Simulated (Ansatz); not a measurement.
## Orbital character of the bands of CsCl

```
Cs Cl
1.0
     4.12300    0.00000    0.00000
     0.00000    4.12300    0.00000
     0.00000    0.00000    4.12300
Cs Cl
1 1
Cartesian
  0.0000 0.0000 0.0000
  2.0615 2.0615 2.0615
```

Atom numbers follow the list: Cs1, Cl2.

The cell is COD entry 9008789, as deposited and not checked against the literature; nothing was relaxed.

Spin–orbit coupling is left out, though it moves levels of the heavy atoms by tenths of an eV or more.

Level of theory: DFT, PBE, all-electron LAPW, scalar-relativistic in Ansatz 0.2.0.

Sampling and basis: a Γ-centred 6×6×6 k mesh, Fermi–Dirac smearing of 0.03 eV, basis error target 1 meV/atom, no spin polarisation.

Weights are projections on a minimal set of Löwdin-orthogonalised atomic shells, summed over atoms of an element; the rest lies outside that basis, and weights on diffuse cation s shells are inflated where empty shells are missing from it. Energies are in eV from the valence-band top.

Points: X (0.000, 0.500, 0.000), M (0.500, 0.500, 0.000).

| state | character |
| --- | --- |
| X, -12.22 eV | ? |
| X, -6.38 eV | Cs 5p 97 % |
| X, -5.71 eV (×2) | Cs 5p 100 % |
| X, -1.16 eV | Cl 3p 84 %, Cs 6s 15 % |
| X, -0.23 eV (×2) | ? |
| M, -12.09 eV | Cl 3s 100 % |
| M, -6.62 eV (×2) | Cs 5p 95 %, Cl 3p 5 % |
| M, -5.62 eV | Cs 5p 100 % |
| M, -0.42 eV (×2) | ? |
| M, -0.06 eV | ? |

Q: Fill in "character" for the row "M, -0.42 eV (×2)".

A: Cl 3p 94 %, Cs 5p 5 %.

Q: Give the missing entry: row "X, -0.23 eV (×2)", column "character".

A: Cl 3p 99 %.

Q: Fill in "character" for the row "M, -0.06 eV".

A: Cl 3p 100 %.

Q: What belongs in the row "X, -12.22 eV", column "character"?

A: Cl 3s 97 %.
